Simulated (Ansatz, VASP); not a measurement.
## HfB: VASP beside Ansatz

INCAR

```
SYSTEM = HfB
PREC = Accurate ; ENCUT = 520
EDIFF = 1E-7 ; ISMEAR = 1
SIGMA = 0.025 ; LREAL = .False.
LASPH = .True. ; NELM = 100
ALGO = Normal ; ISIF = 2
LWAVE = .False. ; LCHARG = .False.
GGA = PS ; NBANDS = 14
```

File KPOINTS:

```
Automatic mesh
0
Gamma
  10 10 10
  0 0 0
```

File POSCAR:

```
HfB
1.0
    0.0000000000      2.3100000000      2.3100000000
    2.3100000000      0.0000000000      2.3100000000
    2.3100000000      2.3100000000      0.0000000000
Hf B
1 1
Direct
    0.5000000000      0.5000000000      0.5000000000
    0.0000000000      0.0000000000      0.0000000000
```

File input.yaml:

```yaml
crystal:
  lattice:
    - [0.0, 2.31, 2.31]
    - [2.31, 0.0, 2.31]
    - [2.31, 2.31, 0.0]
  atoms:
    - { symbol: Hf, position: [0.5, 0.5, 0.5] }
    - { symbol: B, position: [0.0, 0.0, 0.0] }
hamiltonian:
  xc: pbesol
  pseudopotentials: { kind: paw }
kpoints:
  mp_grid: { grid: [10, 10, 10] }
scf:
  occupations: { method: cold, width: 0.025 }
  n_extra_bands: 6
output:
  forces: true
  stress: true
  eigenvalues: true
  dos: { projected: false, de: 0.05, nscf_kmesh: { grid: [15, 15, 15] } }
```

Alike in both runs: functional PBEsol; k mesh 10 × 10 × 10; no spin polarisation.

|  | VASP | Ansatz |
| --- | --- | --- |
| version | VASP 6.6.1 | Ansatz 0.2.0 |
| potentials or method | VASP PAW PBE potentials, release 64 (Hf_pv, B) | Ansatz PAW |
| plane-wave cutoff (eV) | 520 | 420 |
| occupations | methfessel-paxton of order 1, width 0.025 eV | cold, width 0.025 eV |
| valence electrons in the cell | 13 | 29 |
| task | single point | density of states |

```tsv
	VASP	Ansatz	Ansatz less VASP
gap on the k mesh at the Fermi level (eV)	none	none	-
pressure (GPa)	24.1	23.0	-1.09
```

A gap of «none» marks a metal or a gap that the smearing closes. The two sets of potentials don't hold the same shells in valence.

Caveats: so large a pressure means that the cell lies far from this level's equilibrium, or that cutoff or potentials fall short; the potentials were made for another functional, which shifts forces and pressure (VASP); the PAW data sets come from PBE, with cores solved anew for the run's functional, which leaves a small shift of forces and pressure (Ansatz); the density of states is complete only up to the lowest level of the last band computed (Ansatz). The runs have no spin-orbit coupling, so splittings on Hf are missing.
